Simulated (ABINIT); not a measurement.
The system is C.

```xyz
2
Lattice="2.1273 -1.2283 0.0000 2.1273 1.2283 0.0000 -1.3791 0.0000 3.5028" Properties=species:S:1:pos:R:3 pbc="T T T"
C    -0.6699    0.0000    3.5025
C     3.5455    0.0000    0.0003
```

This is a stacking variant of graphite.

Base run:

| Quantity | Value |
| --- | --- |
| Program | ABINIT 10.8.3 (patched build) |
| Functional | LDA |
| Potentials or basis | JTH PAW LDA v2.0 |
| Cutoff | 517 eV |
| k mesh | 13 × 13 × 8 |
| Occupations | fermi-dirac, width 0.05 eV |
| Spin | no spin polarisation |

Its results: pressure -4.4 GPa; largest force 0.004 eV/Å.

Problem. The run is repeated on the same cell with these changes: functional from LDA to PBEsol; potentials or basis from JTH PAW LDA v2.0 to JTH PAW PBE v2.0. What comes out?

Solution. Pressure 0.7 GPa; largest force 0.007 eV/Å.

Caveats: the atomic spheres overlap; the PAW data sets were made with another functional, which shifts forces and pressure a little (some runs); this functional lacks dispersion, which binds the layers, so the pressure and a relaxed spacing across them are unreliable (some runs).
